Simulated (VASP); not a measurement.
## KI: single point with PBE

Crystal: KI.

```
CELL_PARAMETERS angstrom
0.00000 -3.52455 -3.52455
-3.52455 0.00000 -3.52455
3.52455 3.52455 -7.04910
ATOMIC_POSITIONS crystal
K 0.50113 0.50047 0.50032
K 0.99887 0.99953 0.99968
I 0.74658 0.75221 0.74631
I 0.25342 0.24779 0.25369
```

The cell isn't the ideal one: a zone-boundary wave of random shape, sigma 0.02 Å.

```
Program                : VASP 6.6.1
Task                   : single point
Functional             : PBE
Potentials or basis    : VASP PAW PBE potentials, release 64 (K_sv, I)
Cutoff                 : 520 eV
k mesh                 : 6 × 6 × 4
Occupations            : fermi-dirac, width 0.05 eV
Spin                   : no spin polarisation
Further INCAR settings : ALGO = Normal; EDIFF = 1e-07; NBANDS = 24
```

```
Pressure               : 0.7 GPa
Largest force          : 0.072 eV/Å
Band gap on the k mesh : 3.98 eV
```

Forces in eV/Å, atoms in the order of the input:
```
K   -0.001  0.002  0.012
K    0.001 -0.002 -0.010
I    0.042  0.016 -0.056
I   -0.042 -0.016  0.053
```

Levels at points of the mesh, in eV from the valence-band top:
| k point | band 14 | band 15 | band 16 | band 17 | band 18 | band 19 |
| --- | --- | --- | --- | --- | --- | --- |
| (0.00, 0.00, 0.00) | 0.00 | 0.00 | 0.00 | 3.98 | 5.53 | 6.49 |
| (0.50, 0.00, 0.00) | -0.54 | -0.36 | -0.35 | 5.65 | 5.67 | 6.68 |
| (0.00, 0.50, 0.00) | -0.54 | -0.36 | -0.35 | 5.65 | 5.67 | 6.68 |
| (0.50, 0.50, 0.00) | -0.37 | -0.34 | -0.34 | 4.92 | 5.53 | 5.78 |
| (0.00, 0.00, 0.50) | -0.19 | -0.17 | -0.17 | 5.07 | 5.08 | 6.49 |
| (0.50, 0.00, 0.50) | -0.37 | -0.34 | -0.34 | 4.92 | 5.53 | 5.78 |
| (0.00, 0.50, 0.50) | -0.37 | -0.34 | -0.34 | 4.92 | 5.53 | 5.78 |
| (0.50, 0.50, 0.50) | -0.53 | -0.37 | -0.35 | 5.65 | 5.67 | 6.67 |

Run time: 5.2 min on 1 thread of Intel(R) Xeon(R) Platinum 8488C (Sapphire Rapids), with other jobs on the host, peak memory 0.48 GiB.

Caveat: spin-orbit coupling is left out, which moves the levels of the heavy elements. A k mesh can miss the band edges.
